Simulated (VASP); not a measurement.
## SrO (strained rocksalt): a r²SCAN single-point calculation in VASP

INCAR

```
LWAVE = .FALSE.
NBANDS = 15
ISMEAR = 0
EDIFF = 1E-7
LCHARG = .FALSE.
LASPH = .TRUE.
NELM = 120
ISIF = 2
NSW = 0
ENCUT = 520
IBRION = -1
PREC = Accurate
LREAL = .FALSE.
ALGO = Normal
METAGGA = R2SCAN
SIGMA = 0.01
```

KPOINTS

```
KPOINTS created by Atomic Simulation Environment
0
Gamma
8 8 8
0 0 0
```

KPOINTS_OPT

```
special points
8
Reciprocal
0.0000000000 0.0000000000 0.0000000000 1
0.5000000000 0.0000000000 0.5000000000 1
0.6250000000 0.2500000000 0.6250000000 1
0.3750000000 0.3750000000 0.7500000000 1
0.5000000000 0.5000000000 0.5000000000 1
0.5000000000 0.2500000000 0.7500000000 1
-0.0052080000 0.0000000000 -0.0052080000 1
0.5000000000 0.5000000000 0.0000000000 1
```

POSCAR

```
Sr O
 1.0000000000000000
     0.0000000000000000    2.6056912490999999    2.5669928641999999
     2.6056912490999999    0.0000000000000000    2.5669928641999999
     2.6056912490999999    2.6056912490999999    0.0000000000000000
 Sr  O
   1   1
Cartesian
  0.0000000000000000  0.0000000000000000  0.0000000000000000
  2.6056912491000004  2.6056912491000004  2.5669928642000004
```

VASP ran with the recommended PBE PAW datasets (16 valence electrons in the cell).

Command

```
mpirun -np 1 vasp_std
```

OSZICAR

```
N       E                     dE             d eps       ncg     rms          rms(c)
DAV:   1     0.506257081353E+02    0.50626E+02   -0.86332E+03  1778   0.106E+03
DAV:   2    -0.313020018523E+02   -0.81928E+02   -0.74419E+02  2545   0.225E+02
DAV:   3    -0.346552769245E+02   -0.33533E+01   -0.33291E+01  2360   0.409E+01
DAV:   4    -0.347115181407E+02   -0.56241E-01   -0.56235E-01  2152   0.507E+00
DAV:   5    -0.347124292329E+02   -0.91109E-03   -0.91109E-03  2271   0.517E-01    0.153E+01
DAV:   6    -0.269085034660E+02    0.78039E+01   -0.45655E+00  2463   0.168E+01    0.144E+01
DAV:   7    -0.270364775797E+02   -0.12797E+00   -0.17606E-01  1784   0.377E+00    0.823E+00
DAV:   8    -0.270560300904E+02   -0.19553E-01   -0.90975E-02  1798   0.316E+00    0.777E-01
DAV:   9    -0.270532919736E+02    0.27381E-02   -0.17019E-02  2267   0.123E+00    0.242E-01
DAV:  10    -0.270532513871E+02    0.40587E-04   -0.17724E-03  1910   0.422E-01    0.123E-01
DAV:  11    -0.270534357742E+02   -0.18439E-03   -0.35336E-04  1784   0.180E-01    0.684E-02
DAV:  12    -0.270534383934E+02   -0.26192E-05   -0.27094E-05  2274   0.416E-02    0.199E-02
DAV:  13    -0.270534354700E+02    0.29234E-05   -0.80437E-06  2218   0.273E-02    0.118E-02
DAV:  14    -0.270534347997E+02    0.67031E-06   -0.83174E-07  2141   0.798E-03    0.336E-03
DAV:  15    -0.270534345569E+02    0.24283E-06   -0.47058E-08  1051   0.182E-03    0.251E-03
DAV:  16    -0.270534345186E+02    0.38217E-07   -0.27318E-08   955   0.146E-03
   1 F= -.27053435E+02 E0= -.27053435E+02  d E =-.335576-126
       N       E                     dE             ncg
DAV:   1     0.698354205008E+03   -0.48007E+04      240
DAV:   2     0.760317308411E+02   -0.62232E+03      331
DAV:   3     0.529374611858E+02   -0.23094E+02      341
DAV:   4     0.525320630816E+02   -0.40540E+00      269
DAV:   5     0.525210425055E+02   -0.11021E-01      310
DAV:   6     0.525206456633E+02   -0.39684E-03      283
DAV:   7     0.525206300164E+02   -0.15647E-04      276
DAV:   8     0.525206297534E+02   -0.26303E-06      229
DAV:   9     0.525206297471E+02   -0.63123E-08      169
```

From OUTCAR

```
k-points           NKPTS =     59   k-points in BZ     NKDIM =     59   number of bands    NBANDS=     15

   NELECT =      16.0000    total number of electrons

   dimension x,y,z NGX =    28 NGY =   28 NGZ =   28
   dimension x,y,z NGXF=    56 NGYF=   56 NGZF=   56

  energy-cutoff  :      520.00
  volume of cell :       34.86
      direct lattice vectors                 reciprocal lattice vectors
     0.000000000  2.605691249  2.566992864    -0.191887661  0.191887661  0.194780440
     2.605691249  0.000000000  2.566992864     0.191887661 -0.191887661  0.194780440
     2.605691249  2.605691249  0.000000000     0.191887661  0.191887661 -0.194780440

 k-points in reciprocal lattice and weights: KPOINTS created by Atomic Simulation Env
   0.00000000  0.00000000  0.00000000       0.002
   0.12500000  0.00000000  0.00000000       0.016
   0.25000000  0.00000000  0.00000000       0.016
   0.37500000  0.00000000  0.00000000       0.016
   0.50000000  0.00000000  0.00000000       0.008
   0.12500000  0.12500000  0.00000000       0.004
   0.25000000  0.12500000  0.00000000       0.016
   0.37500000  0.12500000  0.00000000       0.016
   ...

 E-fermi :   1.4272

 k-point     1 :       0.0000    0.0000    0.0000
  band No.  band energies     occupation
      1     -32.3373      2.00000
      2     -14.7711      2.00000
      3     -13.3903      2.00000
      4     -13.3903      2.00000
      5     -13.3769      2.00000
      6       1.2100      2.00000
      7       1.2100      2.00000
      8       1.2599      2.00000
      9       5.6934      0.00000
     10       7.9111      0.00000
     11       7.9111      0.00000
     12       8.0188      0.00000
     13      10.1089      0.00000
     14      10.3197      0.00000
     15      14.3954      0.00000

 k-point     2 :       0.1250    0.0000    0.0000
  band No.  band energies     occupation
      1     -32.3193      2.00000
      2     -15.0577      2.00000
      3     -13.4029      2.00000
      4     -13.3914      2.00000
      5     -13.1427      2.00000
      6       0.8063      2.00000
      7       1.0284      2.00000
      8       1.0568      2.00000
      9       6.3670      0.00000
     10       7.7842      0.00000
     11       8.2196      0.00000
     12       8.2833      0.00000
     13      10.5019      0.00000
     14      10.7200      0.00000
     15      15.3897      0.00000

 k-point     3 :       0.2500    0.0000    0.0000
  band No.  band energies     occupation
      1     -32.2755      2.00000
      2     -15.5566      2.00000
      3     -13.4328      2.00000
      4     -13.4132      2.00000
      5     -12.7518      2.00000
      6       0.0209      2.00000
      7       0.6320      2.00000
      8       0.6454      2.00000
      9       7.6758      0.00000
     10       7.9118      0.00000
     11       9.0545      0.00000
     12       9.0916      0.00000
     13      11.4951      0.00000
     14      11.7230      0.00000
     15      17.3547      0.00000

 k-point     4 :       0.3750    0.0000    0.0000
  band No.  band energies     occupation
      1     -32.2311      2.00000
      2     -15.9438      2.00000
      3     -13.4623      2.00000
      4     -13.4348      2.00000
      5     -12.4728      2.00000
      6      -0.6093      2.00000
      7       0.2814      2.00000
      8       0.2821      2.00000
      9       7.9969      0.00000
     10       9.4073      0.00000
     11      10.0660      0.00000
     12      10.0865      0.00000
     13      12.7456      0.00000
     14      12.9511      0.00000
     15      17.2647      0.00000

 k-point     5 :       0.5000    0.0000    0.0000
  band No.  band energies     occupation
      1     -32.2125      2.00000
      2     -16.0866      2.00000
      3     -13.4744      2.00000
      4     -13.4436      2.00000
      5     -12.3750      2.00000
      6      -0.8436      2.00000
      7       0.1424      2.00000
      8       0.1467      2.00000
      9       8.2256      0.00000
     10      10.0942      0.00000
     11      10.5525      0.00000
     12      10.5745      0.00000
     13      13.5830      0.00000
     14      13.7367      0.00000
     15      16.6555      0.00000

 k-point     6 :       0.1250    0.1250    0.0000
  band No.  band energies     occupation
      1     -32.3126      2.00000
      2     -15.1162      2.00000
      3     -13.4417      2.00000
      4     -13.4417      2.00000
      5     -13.0295      2.00000
      6       0.5191      2.00000
      7       1.1354      2.00000
      8       1.1354      2.00000
      9       6.4090      0.00000
     10       7.2976      0.00000
     11       8.5823      0.00000
     12       8.5823      0.00000
     13      10.3285      0.00000
     14      11.1776      0.00000
     15      15.7265      0.00000

 k-point     7 :       0.2500    0.1250    0.0000
  band No.  band energies     occupation
      1     -32.2771      2.00000
      2     -15.4419      2.00000
      3     -13.4903      2.00000
      4     -13.4665      2.00000
      5     -12.8069      2.00000
      6       0.0225      2.00000
      7       0.8405      2.00000
      8       0.9306      2.00000
      9       6.9787      0.00000
     10       7.4062      0.00000
     11       9.3031      0.00000
     12       9.4199      0.00000
     13      10.9238      0.00000
     14      12.0317      0.00000
     15      17.4201      0.00000

 k-point     8 :       0.3750    0.1250    0.0000
  band No.  band energies     occupation
      1     -32.2332      2.00000
      2     -15.7831      2.00000
      3     -13.5201      2.00000
      4     -13.4937      2.00000
      5     -12.6259      2.00000
      6      -0.3532      2.00000
      7       0.4003      2.00000
      8       0.5728      2.00000
      9       7.2896      0.00000
     10       8.7010      0.00000
     11      10.2240      0.00000
     12      10.3558      0.00000
     13      12.1474      0.00000
     14      12.9233      0.00000
     15      17.5874      0.00000

 k-point     9 :       0.5000    0.1250    0.0000
  band No.  band energies     occupation
      1     -32.2066      2.00000
      2     -15.9655      2.00000
      3     -13.5403      2.00000
      4     -13.5142      2.00000
      5     -12.5323      2.00000
      6      -0.5820      2.00000
      7       0.2459      2.00000
      8       0.2837      2.00000
      9       7.9810      0.00000
     10       9.1615      0.00000
     11      10.7677      0.00000
     12      11.1447      0.00000
     13      13.3449      0.00000
     14      13.7756      0.00000
     15      16.1439      0.00000

 k-point    10 :      -0.3750    0.1250    0.0000
  band No.  band energies     occupation
      1     -32.2135      2.00000
      2     -15.9196      2.00000
      3     -13.5746      2.00000
      4     -13.4762      2.00000
      5     -12.5459      2.00000
      6      -0.5765      2.00000
      7       0.2013      2.00000
      8       0.4440      2.00000
      9       8.0733      0.00000
     10       9.0788      0.00000
     11      10.2493      0.00000
     12      10.9694      0.00000
     13      13.1702      0.00000
     14      13.5485      0.00000
     15      16.2291      0.00000

 k-point    11 :      -0.2500    0.1250    0.0000
  band No.  band energies     occupation
      1     -32.2497      2.00000
      2     -15.6664      2.00000
      3     -13.5602      2.00000
      4     -13.4276      2.00000
      5     -12.6825      2.00000
      6      -0.2685      2.00000
      7       0.3604      2.00000
      8       0.8245      2.00000
      9       7.5864      0.00000
     10       8.4093      0.00000
     11       9.2359      0.00000
     12      10.1420      0.00000
     13      12.0777      0.00000
     14      12.2973      0.00000
     15      17.8245      0.00000

 k-point    12 :      -0.1250    0.1250    0.0000
  band No.  band energies     occupation
      1     -32.2934      2.00000
      2     -15.3136      2.00000
      3     -13.4827      2.00000
      4     -13.3970      2.00000
      5     -12.9277      2.00000
      6       0.2721      2.00000
      7       0.6942      2.00000
      8       1.1128      2.00000
      9       7.1915      0.00000
     10       7.4809      0.00000
     11       8.4534      0.00000
     12       9.1947      0.00000
     13      11.0052      0.00000
     14      11.2873      0.00000
     15      16.6946      0.00000

 k-point    13 :       0.2500    0.2500    0.0000
  band No.  band energies     occupation
      1     -32.2537      2.00000
      2     -15.4170      2.00000
      3     -13.5650      2.00000
      4     -13.5650      2.00000
      5     -12.9118      2.00000
      6      -0.0798      2.00000
      7       1.0529      2.00000
      8       1.0529      2.00000
      9       6.1007      0.00000
     10       7.6323      0.00000
     11      10.2248      0.00000
     12      10.2248      0.00000
     13      10.9182      0.00000
     14      12.4194      0.00000
     15      18.6472      0.00000

 ...

  Total       -0.3202926     -0.3202926      0.1137684      0.0000000      0.0000000      0.0000000
  in kB      -14.7216637    -14.7216637      5.2291555      0.0000000      0.0000000      0.0000000
  external PRESSURE =      -8.0713906 kB  Pullay stress =       0.0000000 kB

 POSITION                                       TOTAL-FORCE (eV/Angst)
 -----------------------------------------------------------------------------------
      0.00000      0.00000      0.00000         0.000000     -0.000000      0.000000
      2.60569      2.60569      2.56699        -0.000000      0.000000      0.000000
 -----------------------------------------------------------------------------------
    total drift:                                0.000000      0.000000      0.000000

  FREE ENERGIE OF THE ION-ELECTRON SYSTEM (eV)
  ---------------------------------------------------
  free  energy   TOTEN  =       -27.0534345186 eV

  energy  without entropy=      -27.0534345186  energy(sigma->0) =      -27.05343452
```

```yaml
gap_between_bands_v_and_c: 3.68 eV
least_direct_gap: 3.84 eV
pressure: -0.8 GPa
```

Band v is the last that the valence electrons fill when counted band by band, and c is the next.

The run took about 99 s on one core of a shared host (Intel Xeon Platinum 8488C) and held 0.19 GiB at most.
